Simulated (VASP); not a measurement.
Input of a VASP 6.6.1 run:

The input INCAR:

```
  ALGO = Normal
  EDIFF = 1E-6
  ENCUT = 520
  GGA = PE
  ISIF = 2
  ISMEAR = 0
  KPAR = 2
  LASPH = True
  LCHARG = False
  LREAL = False
  LWAVE = False
  NBANDS = 30
  NELM = 80
  PREC = Accurate
  SIGMA = 0.02
```

File KPOINTS:

```
k-points
0
Gamma
  6 6 6
```

Contents of POSCAR:

```
CsSnBr3
1.0
    5.8390056100      0.0000000000      0.0000000000
    0.0000000000      5.8390056100      0.0000000000
    0.0000000000      0.0000000000      5.8390056100
Cs Sn Br
1 1 3
Direct
    0.0000000000      0.0000000000      0.0000000000
    0.5000000000      0.5000000000      0.5000000000
    0.0000000000      0.5000000000      0.5000000000
    0.5000000000      0.5000000000      0.0000000000
    0.5000000000      0.0000000000      0.5000000000
```

File KPOINTS_OPT:

```
path GXMGRX,MR
10
line-mode
reciprocal
 0.0000000000  0.0000000000  0.0000000000  G
 0.0000000000  0.5000000000  0.0000000000  X

 0.0000000000  0.5000000000  0.0000000000  X
 0.5000000000  0.5000000000  0.0000000000  M

 0.5000000000  0.5000000000  0.0000000000  M
 0.0000000000  0.0000000000  0.0000000000  G

 0.0000000000  0.0000000000  0.0000000000  G
 0.5000000000  0.5000000000  0.5000000000  R

 0.5000000000  0.5000000000  0.5000000000  R
 0.0000000000  0.5000000000  0.0000000000  X

 0.5000000000  0.5000000000  0.0000000000  M
 0.5000000000  0.5000000000  0.5000000000  R
```

Potentials or basis: VASP PAW PBE potentials, release 64 (Cs_sv, Sn_d, Br).

The run is started by

```sh
$ cat potpaw_PBE.64/Cs_sv/POTCAR potpaw_PBE.64/Sn_d/POTCAR potpaw_PBE.64/Br/POTCAR > POTCAR
$ mpirun -np 2 vasp_std > vasp.out
```

**Question.** What does it give for the pressure?

**Answer.** 0.6 GPa.

**Question.** What does it give for the band gap along the path?

**Answer.** 0.50 eV, direct.

**Question.** What does it give for the band gap on the k mesh?

**Answer.** 0.50 eV, direct.

Levels at the corners of the path, in eV from the valence-band top:
```tsv
point	band 19	band 20	band 21	band 22	band 23	band 24	band 25	band 26
Γ	-3.01	-2.88	-2.88	-2.88	2.24	3.28	3.28	3.93
X	-3.14	-3.00	-3.00	-1.99	1.49	3.67	4.31	4.32
X	-3.14	-3.00	-3.00	-1.99	1.49	3.67	4.31	4.32
M	-3.26	-3.26	-2.53	-0.97	1.03	1.03	3.93	4.39
M	-3.26	-3.26	-2.53	-0.97	1.03	1.03	3.93	4.39
Γ	-3.01	-2.88	-2.88	-2.88	2.24	3.28	3.28	3.93
Γ	-3.01	-2.88	-2.88	-2.88	2.24	3.28	3.28	3.93
R	-2.51	-2.51	-2.51	0.00	0.50	0.50	0.50	3.73
R	-2.51	-2.51	-2.51	0.00	0.50	0.50	0.50	3.73
X	-3.14	-3.00	-3.00	-1.99	1.49	3.67	4.31	4.32
M	-3.26	-3.26	-2.53	-0.97	1.03	1.03	3.93	4.39
R	-2.51	-2.51	-2.51	0.00	0.50	0.50	0.50	3.73
```

Caveat: spin-orbit coupling is left out, which moves the levels of the heavy elements.

**What was measured.**

“Influence of hidden halogen mobility on local structure of CsSn(Cl1−xBrx)3 mixed-halide perovskites by solid-state NMR”, 2020, pmc:8179406 reports, for a powder of CsSnBr3 at 300 K: band gap 1.79 eV (optical).

Measured gap of CsSnBr3: 1.79 eV (optical; 300 K; powder; “Influence of hidden halogen mobility on local structure of CsSn(Cl1−xBrx)3 mixed-halide perovskites by solid-state NMR”, 2020, pmc:8179406). This calculation gives 0.50 eV (-1.29 eV). So large a miss can be the level of theory's own, or it may mean another phase, state or a wrong row. Spin-orbit coupling on Br, Cs, Sn is left out. The value is that of PBE, without temperature or zero-point motion. Semilocal functionals fall short of measured gaps as a rule. The cell is a database's relaxed one, not the measured one, which moves gaps too.
